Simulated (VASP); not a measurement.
Input of a VASP 6.6.1 run:

The input INCAR:

```
ALGO = Fast ; EDIFF = 1E-6
ENCUT = 520 ; GGA = PE
ISIF = 2 ; ISMEAR = 0
KPAR = 2 ; LASPH = True
LCHARG = False ; LMAXMIX = 4
LREAL = False ; LWAVE = False
NBANDS = 35 ; NELM = 80
PREC = Accurate ; SIGMA = 0.03
```

The input KPOINTS:

```
k-points
0
Gamma
  12 12 3
```

POSCAR

```
MoS2                                    
1.0
    3.1487811847      0.0000000000      0.0000000000
   -1.5743905923      2.7269244969      0.0000000000
    0.0000000000      0.0000000000     12.0885171618
  Mo              S             
     2     4
Direct
     0.3333333332999970    0.6666666667000030    0.2500000000000000
     0.6666666667000030    0.3333333332999970    0.7500000000000000
     0.3333333332999970    0.6666666667000030    0.6205253139512692
     0.6666666667000030    0.3333333332999970    0.1205253139512692
     0.3333333332999970    0.6666666667000030    0.8794746860487308
     0.6666666667000030    0.3333333332999970    0.3794746860487308
```

KPOINTS_OPT

```
explicit points
213
Reciprocal
 0.0000000000  0.0000000000  0.0000000000 1
 0.0357142857  0.0000000000  0.0000000000 1
 0.0714285714  0.0000000000  0.0000000000 1
 0.1071428571  0.0000000000  0.0000000000 1
 0.1428571429  0.0000000000  0.0000000000 1
 0.1785714286  0.0000000000  0.0000000000 1
[... 205 lines left out ...]
 0.5000000000  0.0000000000  0.0686498900 1
 0.5000000000  0.0000000000 -0.0686498900 1
```

Potentials or basis: VASP PAW PBE potentials, release 64 (Mo_sv, S).

Command:

```console
$ cat potpaw_PBE.64/Mo_sv/POTCAR potpaw_PBE.64/S/POTCAR > POTCAR
$ mpirun -np 2 vasp_std > vasp.out
```

Problem. Estimate the band gap on the k mesh.

Solution. 0.80 eV, indirect (least direct gap 1.71 eV).

Problem. Estimate the band gap along the path.

Solution. 0.80 eV, indirect (least direct gap 1.71 eV).

Problem. Predict the pressure.

Solution. 4.2 GPa.

Levels at the corners of the path, in eV from the valence-band top:
```tsv
point	band 22	band 23	band 24	band 25	band 26	band 27	band 28	band 29	band 30	band 31
Γ	-2.15	-2.15	-1.27	-1.11	0.00	2.09	2.09	2.13	2.13	2.23
M	-2.55	-1.78	-1.52	-1.49	-1.33	1.62	1.68	2.00	2.31	2.83
M	-2.55	-1.78	-1.52	-1.49	-1.33	1.62	1.68	2.00	2.31	2.83
K	-3.97	-2.74	-2.74	-0.83	-0.63	1.07	1.07	1.69	2.84	2.84
K	-3.97	-2.74	-2.74	-0.83	-0.63	1.07	1.07	1.69	2.84	2.84
Γ	-2.15	-2.15	-1.27	-1.11	0.00	2.09	2.09	2.13	2.13	2.23
Γ	-2.15	-2.15	-1.27	-1.11	0.00	2.09	2.09	2.13	2.13	2.23
A	-2.18	-2.18	-2.18	-0.27	-0.27	2.10	2.10	2.10	2.10	2.36
A	-2.18	-2.18	-2.18	-0.27	-0.27	2.10	2.10	2.10	2.10	2.36
L	-2.74	-1.65	-1.65	-1.40	-1.40	1.64	1.64	2.17	2.17	3.23
L	-2.74	-1.65	-1.65	-1.40	-1.40	1.64	1.64	2.17	2.17	3.23
H	-3.46	-2.98	-2.98	-0.75	-0.75	1.08	1.08	2.23	2.23	2.89
H	-3.46	-2.98	-2.98	-0.75	-0.75	1.08	1.08	2.23	2.23	2.89
A	-2.18	-2.18	-2.18	-0.27	-0.27	2.10	2.10	2.10	2.10	2.36
L	-2.74	-1.65	-1.65	-1.40	-1.40	1.64	1.64	2.17	2.17	3.23
M	-2.55	-1.78	-1.52	-1.49	-1.33	1.62	1.68	2.00	2.31	2.83
K	-3.97	-2.74	-2.74	-0.83	-0.63	1.07	1.07	1.69	2.84	2.84
H	-3.46	-2.98	-2.98	-0.75	-0.75	1.08	1.08	2.23	2.23	2.89
```

Caveat: this functional lacks dispersion, which binds the layers, so the pressure and a relaxed spacing across them are unreliable.

**The experiment to reproduce.**

From “Multiwavelength excitation Raman Scattering Analysis of bulk and 2 dimensional MoS2: Vibrational properties of atomically thin MoS2 layers”, 2015, arxiv:1506.03228, for a bulk crystal of MoS2 at 300 K: band gap 1.3 eV (indirect).

A measured gap of MoS2 is 1.3 eV (indirect; 300 K; “Multiwavelength excitation Raman Scattering Analysis of bulk and 2 dimensional MoS2: Vibrational properties of atomically thin MoS2 layers”, 2015, arxiv:1506.03228); the calculated 0.80 eV misses it by -0.50 eV. Spin-orbit coupling on Mo is left out. The value is that of PBE, without temperature or zero-point motion. Semilocal functionals fall short of measured gaps as a rule.
